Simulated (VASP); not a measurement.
# Ag in VASP: relaxation of the atoms with r2SCAN+rVV10

Aim: the relaxation of the atoms of Ag with r2SCAN+rVV10.

Program: VASP 6.6.1. These are calculated values, not measurements. Logs are shortened: lines on timing, memory, paths and dates and some standing lists are left out, and cuts for length are marked.

## 1. The structure

The cell holds a slab with vacuum, 4 atoms: a = 2.911 Å, b = 2.911 Å, c = 30.507 Å, α = 90.00°, β = 90.00°, γ = 120.00°.

The cell was built by a generator and needn't be a form met in nature.

## 2. Relaxation of the atoms, r2SCAN+rVV10

Contents of INCAR:

```
SYSTEM = Ag
PREC = Accurate
ENCUT = 520
EDIFF = 1E-7
ISMEAR = 1
SIGMA = 0.1
LREAL = .FALSE.
LASPH = .TRUE.
NELM = 120
ALGO = Normal
ISIF = 2
LWAVE = .FALSE.
LCHARG = .FALSE.
LDIPOL = .TRUE.
IDIPOL = 3
DIPOL = 0.5 0.5 0.500
METAGGA = R2SCAN
LMIXTAU = .TRUE.
LUSE_VDW = .TRUE.
IVDW_NL = 2
BPARAM = 11.95
CPARAM = 0.0093
IBRION = 2
NSW = 90
EDIFFG = -0.02
KPAR = 2
```

Contents of KPOINTS:

```
Automatic mesh
0
G
  15 15 1
  0 0 0
```

Contents of POSCAR:

```
Ag
1.0
    1.4555329600      2.5210570600      0.0000000000
   -2.9110659100      0.0000000000      0.0000000000
    0.0000000000      0.0000000000     30.5068606300
Ag
4
Direct
    0.0000000000      0.0000000000      0.3855263400
    0.6666670000      0.3333330000      0.4618421100
    0.3333330000      0.6666670000      0.5381578900
    1.0000000000      0.0000000000      0.6144736600
```

Potentials or basis: VASP PAW PBE potentials, release 64 (Ag).

Command:

```bash
> cat potpaw_PBE.64/Ag/POTCAR > POTCAR
> mpirun -np 2 vasp_std > vasp.out
```

OUTCAR:

```text
SYSTEM = Ag
   PREC = Accurate
   ENCUT = 520
   EDIFF = 1E-7
   ISMEAR = 1
   LREAL = .FALSE.
   LASPH = .TRUE.
   NELM = 120
   ISIF = 2
   METAGGA = R2SCAN
   IVDW_NL = 2
   BPARAM = 11.95
   IBRION = 2
   NSW = 90
   EDIFFG = -0.02

 ion  position               nearest neighbor table
   1  0.000  0.000  0.386-   2 2.87   2 2.87   2 2.87
   2  0.667  0.333  0.462-   1 2.87   3 2.87   3 2.87   1 2.87   1 2.87   3 2.87
   3  0.333  0.667  0.538-   4 2.87   2 2.87   2 2.87   4 2.87   4 2.87   2 2.87
   4  0.000  0.000  0.614-   3 2.87   3 2.87   3 2.87

  LATTYP: Found a hexagonal cell.
 ALAT       =     2.9110659384
 C/A-ratio  =    10.4796185576

  Lattice vectors:

 A1 = (   1.4555329600,   2.5210570600,   0.0000000000)
 A2 = (  -2.9110659100,   0.0000000000,   0.0000000000)
 A3 = (   0.0000000000,   0.0000000000,  30.5068606300)

Analysis of symmetry for initial positions (statically):
=====================================================================
 Subroutine PRICEL returns:
 Original cell was already a primitive cell.

 Routine SETGRP: Setting up the symmetry group for a
 hexagonal supercell.

 Subroutine GETGRP returns: Found 12 space group operations
 (whereof 12 operations were pure point group operations)
 out of a pool of 24 trial point group operations.

The static configuration has the point symmetry D_3d.

Analysis of symmetry for dynamics (positions and initial velocities):
=====================================================================
 Subroutine PRICEL returns:
 Original cell was already a primitive cell.

 Routine SETGRP: Setting up the symmetry group for a
 hexagonal supercell.

 Subroutine GETGRP returns: Found 12 space group operations
 (whereof 12 operations were pure point group operations)
 out of a pool of 24 trial point group operations.

The dynamic configuration has the point symmetry D_3d.

 Subroutine INISYM returns: Found 12 space group operations
 (whereof 12 operations are pure point group operations),
 and found     1 'primitive' translations

----------------------------------------------------------------------------------------

                                     Primitive cell

  volume of cell :     223.8887

  direct lattice vectors                    reciprocal lattice vectors
     1.455532960  2.521057060  0.000000000     0.000000000  0.396659011  0.000000000
    -2.911065910  0.000000000  0.000000000    -0.343516784  0.198329506  0.000000000
     0.000000000  0.000000000 30.506860630     0.000000000  0.000000000  0.032779512

  length of vectors
     2.911065938  2.911065910 30.506860630     0.396659011  0.396659015  0.032779512

  position of ions in fractional coordinates (direct lattice)
     0.000000000  0.000000000  0.385526340
     0.666667000  0.333333000  0.461842110
     0.333333000  0.666667000  0.538157890
     0.000000000  0.000000000  0.614473660

  ion indices of the primitive-cell ions
   primitive index   ion index
                 1           1
                 2           2
                 3           3
                 4           4

----------------------------------------------------------------------------------------

 KPOINTS: Automatic mesh

Automatic generation of k-mesh.
 Grid dimensions read from file:
 generate k-points for:   15   15    1

 Generating k-lattice:

  Cartesian coordinates                     Fractional coordinates (reciprocal lattice)
     0.000000000  0.026443934  0.000000000     0.066666667  0.000000000  0.000000000
    -0.022901119  0.013221967  0.000000000    -0.000000000  0.066666667  0.000000000
     0.000000000  0.000000000  0.032779512     0.000000000  0.000000000  1.000000000

  Length of vectors
     0.026443934  0.026443934  0.032779512

  Shift w.r.t. Gamma in fractional coordinates (k-lattice)
     0.000000000  0.000000000  0.000000000

 Subroutine IBZKPT returns following result:
 ===========================================

 Found     27 irreducible k-points:

 Following reciprocal coordinates:
            Coordinates               Weight
  0.000000  0.000000  0.000000      1.000000
  0.066667  0.000000  0.000000      6.000000
  0.133333  0.000000  0.000000      6.000000
  0.200000  0.000000  0.000000      6.000000
  0.266667  0.000000  0.000000      6.000000
  0.333333  0.000000  0.000000      6.000000
[... 16 lines left out ...]
  0.333333  0.200000  0.000000     12.000000
  0.400000  0.200000  0.000000      6.000000
 [... further k-points ...]
   k-points           NKPTS =     27   k-points in BZ     NKDIM =     27   number of bands    NBANDS=     26
   number of dos      NEDOS =    301   number of ions     NIONS =      4
   total plane-waves  NPLWV = 138240
   dimension x,y,z NGX =    24 NGY =   24 NGZ =  240
   dimension x,y,z NGXF=    48 NGYF=   48 NGZF=  480
   ions per type =               4
   NGX,Y,Z   is equivalent  to a cutoff of  13.71, 13.71, 13.08 a.u.
   NGXF,Y,Z  is equivalent  to a cutoff of  27.41, 27.41, 26.16 a.u.
 SYSTEM =  Ag
   PREC   = accura    normal or accurate (medium, high low for compatibility)
   ISTART =      0    job   : 0-new  1-cont  2-samecut
   ICHARG =      2    charge: 1-file 2-atom 10-const
   ISPIN  =      1    spin polarized calculation?
   LNONCOLLINEAR =      F non collinear calculations
   LSORBIT =      F    spin-orbit coupling
   LASPH  =      T    aspherical Exc in radial PAW
   ENCUT  =  520.0 eV  38.22 Ry    6.18 a.u.   5.41  5.41 56.72*2*pi/ulx,y,z
   NELM   =    120;   NELMIN=  2; NELMDL= -5     # of ELM steps
   EDIFF  = 0.1E-06   stopping-criterion for ELM
   LREAL  =      F    real-space projection
   EDIFFG = -.2E-01   stopping-criterion for IOM
   NSW    =     90    number of steps for IOM
   IBRION =      2    ionic relax: 0-MD 1-quasi-New 2-CG
   NFREE  =      1    steps in history (QN), initial steepest desc. (CG)
   ISIF   =      2    stress and relaxation
   ISYM   =      2    0-nonsym 1-usesym 2-fastsym
   POTIM  = 0.5000    time-step for ionic-motion
   TEBEG  =    0.0;   TEEND  =   0.0 temperature during run
   PSTRESS=    0.0 pullay stress
   NELECT =      44.0000    total number of electrons
   NUPDOWN=      -1.0000    fix difference up-down
   EMIN   =  10.00;   EMAX   =-10.00  energy-range for DOS
   EFERMI =   0.00;   METHOD = LEGACY
   ISMEAR =     1;   SIGMA  =   0.10  broadening in eV -4-tet -1-fermi 0-gaus
   EFERMI_NEDOS =   21; number of points for ismear=-14 and -15
   IALGO  =     38    algorithm
   IMIX   =      4    mixing-type and parameters
     AMIX     =   0.40;   BMIX     =  1.00
     AMIX_MAG =   1.60;   BMIX_MAG =  1.00
  volume/ion in A,a.u.               =      55.97       377.72
  Fermi-wavevector in a.u.,A,eV,Ry     =   0.951806  1.798652 12.325982  0.905934
  Thomas-Fermi vector in A             =   2.080310
   LORBIT       =      0    0 simple, 1 ext, 2 COOP (PROOUT), +10 PAW based schemes
   METAGGA = R2SCAN    functional components
   LHFCALC =     F    Hartree Fock is set to
   AEXX    =    0.0000 exact exchange contribution
   IVDW_NL    =     2    kernel type
   BPARAM     =11.9500
   IVDW    =     0    specifies the selected vdW correction
   LEPSILON=     F    determine dielectric tensor
   LRPA    =     F    only Hartree local field effects (RPA)
 conjugate gradient relaxation of ions
 non-spin polarized calculation
 Methfessel and Paxton  Order N= 1 SIGMA  =   0.10
  energy-cutoff  :      520.00
  volume of cell :      223.89
 maximum number of plane-waves:      6135
 NGX is ok and might be reduce to    24
   NGX = 11   NGY = 11   NGZ =113

--------------------------------------- Ionic step        1  -------------------------------------------

 number of electron      44.0000003 magnetization

 Free energy of the ion-electron system (eV)
  ---------------------------------------------------
  ext. energy  EPLUGINS =         0.00000000
  ---------------------------------------------------
  free energy    TOTEN  =       -83.04986017 eV

  energy without entropy =      -83.04845327  energy(sigma->0) =      -83.04939121

------------------------ aborting loop EDIFF was not reached (unconverged)  ----------------------------

  FORCE on cell =-STRESS in cart. coord.  units (eV):
  Direction    XX          YY          ZZ          XY          YZ          ZX
  --------------------------------------------------------------------------------------
  -------------------------------------------------------------------------------------
  Total       -1.7626550     -1.7626550      0.0117149     -0.0000000      0.0000000     -0.0000000
  in kB      -12.6137920    -12.6137923      0.0838333     -0.0000000      0.0000000     -0.0000000
  external PRESSURE =      -8.3812503 kB  Pullay stress =       0.0000000 kB
[... 63 lines left out ...]
--------------------------------------- Ionic step        3  -------------------------------------------

 number of electron      44.0000006 magnetization

 dipolmoment           0.000000      0.000000     -0.000000 electrons x Angstroem

------------------------ aborting loop because EDIFF is reached ----------------------------------------

  FORCE on cell =-STRESS in cart. coord.  units (eV):
  Direction    XX          YY          ZZ          XY          YZ          ZX
  --------------------------------------------------------------------------------------
  -------------------------------------------------------------------------------------
  Total       -1.7642323     -1.7642324      0.0155212     -0.0000000     -0.0000000     -0.0000000
  in kB      -12.6250796    -12.6250798      0.1110715     -0.0000000     -0.0000000     -0.0000000
  external PRESSURE =      -8.3796960 kB  Pullay stress =       0.0000000 kB
[... 25 lines left out ...]
--------------------------------------- Ionic step        4  -------------------------------------------

 number of electron      44.0000006 magnetization

 dipolmoment           0.000000      0.000000      0.000000 electrons x Angstroem

 Free energy of the ion-electron system (eV)
  ---------------------------------------------------
  ext. energy  EPLUGINS =         0.00000000
  ---------------------------------------------------
  free energy    TOTEN  =       -83.05043400 eV

  energy without entropy =      -83.04918546  energy(sigma->0) =      -83.05001782

 E-fermi :  -0.4641     XC(G=0):  -4.4888

 val. band max:       -0.5623850065   @ k =   0.4000   0.0667   0.0000
 cond. band min:      -0.4559599107   @ k =   0.2000   0.2000   0.0000
 fundamental gap:      0.1064250958
 Fermi energy:        -0.4640684490

 k-point     1 :       0.0000    0.0000    0.0000
  band No.  band energies     occupation
      1      -8.1491      2.00000
      2      -7.2978      2.00000
      3      -6.9896      2.00000
      4      -6.8363      2.00000
      5      -5.7086      2.00000
      6      -5.7086      2.00000
[... 685 lines left out ...]
     25       4.0062      0.00000
     26       4.6863      0.00000

 [... further k-points ...]

------------------------ aborting loop because EDIFF is reached ----------------------------------------

 vacuum level on the upper side and lower side of the slab       (xc-potential included)         0.043         0.043

  FORCE on cell =-STRESS in cart. coord.  units (eV):
  Direction    XX          YY          ZZ          XY          YZ          ZX
  --------------------------------------------------------------------------------------
  -------------------------------------------------------------------------------------
  Total       -1.7629318     -1.7629319      0.0183791     -0.0000000      0.0000000      0.0000000
  in kB      -12.6157731    -12.6157734      0.1315231     -0.0000000      0.0000000      0.0000000
  external PRESSURE =      -8.3666745 kB  Pullay stress =       0.0000000 kB
[... 19 lines left out ...]
  FREE ENERGIE OF THE ION-ELECTRON SYSTEM (eV)
  ---------------------------------------------------
  free  energy   TOTEN  =       -83.0504340030 eV

  energy  without entropy=      -83.0491854641  energy(sigma->0) =      -83.05001782

 reached required accuracy - stopping structural energy minimisation

 vacuum level on the upper side and lower side of the slab         4.004         4.004
```

It took 58 min on 2 MPI ranks of Intel Xeon 6975P-C (Granite Rapids), shared host; peak memory 0.96 GiB.

Results:

```
Free energy                  : -83.0504 eV
Energy gained by relaxing    : 0.1 meV/atom
Ionic steps                  : 4
Largest force after relaxing : 0.018 eV/Å
Band gap on the k mesh       : none (metal or under the smearing width)
```

Forces on the atoms (eV/Å):
```
Ag   0.000  0.000 -0.002
Ag   0.000  0.000 -0.018
Ag   0.000  0.000  0.018
Ag   0.000  0.000  0.002
```

The path:
```tsv
step	energy change (eV)	largest force (eV/Å)	pressure (GPa)
1	0.0000	0.0666	-0.84
2	-0.0005	0.0318	-0.84
3	-0.0005	0.0271	-0.84
4	-0.0006	0.0176	-0.84
```

Final structure:
```yaml
crystal:
  lattice:
    - [1.45553, 2.52106, 0.00000]
    - [-2.91107, 0.00000, 0.00000]
    - [0.00000, 0.00000, 30.50686]
  atoms:
    - { symbol: Ag, position: [0.00000, 0.00000, 0.38556] }
    - { symbol: Ag, position: [0.66667, 0.33333, 0.46169] }
    - { symbol: Ag, position: [0.33333, 0.66667, 0.53831] }
    - { symbol: Ag, position: [0.00000, 0.00000, 0.61444] }
```

Caveat: the PAW data sets were made with another functional, which shifts forces and pressure a little.
